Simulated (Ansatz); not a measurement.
# TiC: one crystal by all-electron and frozen-core methods

Aim: solve TiC at one geometry with LAPW, all electrons, PAW with frozen cores and all-electron PAW on datasets made for the crystal, and see where they agree.

Computed with Ansatz 0.2.0 (DFT PBE, scalar-relativistic, unless a step's input says otherwise).

## Step 1: Starting point

It takes space group Fm-3m (No. 225, cubic). The conventional cell has a = 4.328 Å, b = 4.328 Å, c = 4.328 Å, α = 90.00°, β = 90.00°, γ = 90.00°. Ti (site symmetry m-3m) is surrounded by 6 C at 2.16 Å. C (site symmetry m-3m) has 6 Ti at 2.16 Å as nearest neighbours.

Structure file:

```cif
data_structure
_symmetry_space_group_name_H-M 'P 1'
_symmetry_Int_Tables_number 1
_cell_length_a 3.0604
_cell_length_b 3.0604
_cell_length_c 3.0604
_cell_angle_alpha 60.000
_cell_angle_beta 60.000
_cell_angle_gamma 60.000
_cell_volume 20.27
loop_
_atom_site_label
_atom_site_type_symbol
_atom_site_fract_x
_atom_site_fract_y
_atom_site_fract_z
_atom_site_occupancy
Ti1 Ti 0.00000 0.00000 0.00000 1
C1 C 0.50000 0.50000 0.50000 1
```

The cell is a deposited one (Crystallography Open Database entry 9012564); the temperature and pressure of the measurement aren't taken into account, and nothing was relaxed.

Atoms are numbered in the order of the input: Ti1, C2.

## Step 2: LAPW, all electrons

Input file input.yaml:

```yaml
crystal:
  lattice:
    - [0.0, 2.164, 2.164]
    - [2.164, 0.0, 2.164]
    - [2.164, 2.164, 0.0]
  atoms:
    - { symbol: Ti, position: [0.0, 0.0, 0.0] }
    - { symbol: C, position: [0.5, 0.5, 0.5] }
kpoints:
  mp_grid: { grid: [16, 16, 16] }
  band_path:
    path:
      - [0.0, 0.0, 0.0]
      - [0.5, 0.0, 0.5]
      - [0.625, 0.25, 0.625]
      - [0.375, 0.375, 0.75]
      - [0.0, 0.0, 0.0]
      - [0.5, 0.5, 0.5]
      - [0.5, 0.25, 0.75]
      - [0.5, 0.0, 0.5]
    npoints: 14
scf:
  occupations: { method: fermi_dirac, width: 0.03 }
hamiltonian:
  xc: pbe
  pseudopotentials: { kind: all_electron, lapw: { basis_error: 0.001 } }
output:
  forces: true
  stress: true
  eigenvalues: true
  fatbands: true
  populations: true
  dos: { projected: true, de: 0.2, e_range: [-14, 8] }
```

The run is started by

```sh
$ ansatz run input.yaml --threads 1 --pin off --max-ram 3072MiB --backend cpu --events-out ev --progress --plain --runs-dir out
```

## Step 3: PAW with frozen cores

input.yaml, as its differences from that of step 2:

```diff
@@ -25,3 +25,3 @@
   xc: pbe
-  pseudopotentials: { kind: all_electron, lapw: { basis_error: 0.001 } }
+  pseudopotentials: { kind: paw }
 output:
@@ -30,4 +30,9 @@
   eigenvalues: true
-  fatbands: true
+  efg: { contact_densities: true }
   populations: true
+  bader: true
   dos: { projected: true, de: 0.2, e_range: [-14, 8] }
+  write_density: true
+  write_potential: true
+  elf: true
+  volumetric_format: npy
```

## Step 4: All-electron PAW on datasets made for the crystal

input.yaml, as its differences from that of step 3:

```diff
@@ -20,3 +20,3 @@
       - [0.5, 0.0, 0.5]
-    npoints: 14
+    npoints: 8
 scf:
@@ -25,3 +25,3 @@
   xc: pbe
-  pseudopotentials: { kind: paw }
+  pseudopotentials: { kind: all_electron, datasets: crystal }
 output:
@@ -31,8 +31 @@
   efg: { contact_densities: true }
-  populations: true
-  bader: true
-  dos: { projected: true, de: 0.2, e_range: [-14, 8] }
-  write_density: true
-  write_potential: true
-  elf: true
-  volumetric_format: npy
```

(Steps that only read results are left out.)

Q: Predict the outcome of this session. Wanted: pressure; gap; Bader charges; highest ELF.

The runs gave:

| quantity | value |
| --- | --- |
| pressure | LAPW 0.84, PAW 0.86, crystal datasets 0.84 GPa |
| gap (LAPW) | none |
| Bader charges (PAW) | Ti1 +1.69, C2 -1.69 e |
| highest ELF (PAW) | 0.80, 0.74 Å from C |

In words: At this geometry the cell is under compression of 0.8 GPa, so it would expand if let go. Bands cross the Fermi level: the crystal is a metal at this level. C 2p carries the largest share, 50 %, of the projected states within 0.3 eV of the Fermi level. The projection holds only the free atom's occupied shells (Ti 4s, Ti 3d, C 2s, C 2p in this range). In pressure, PAW differs from LAPW by +0.03 GPa.
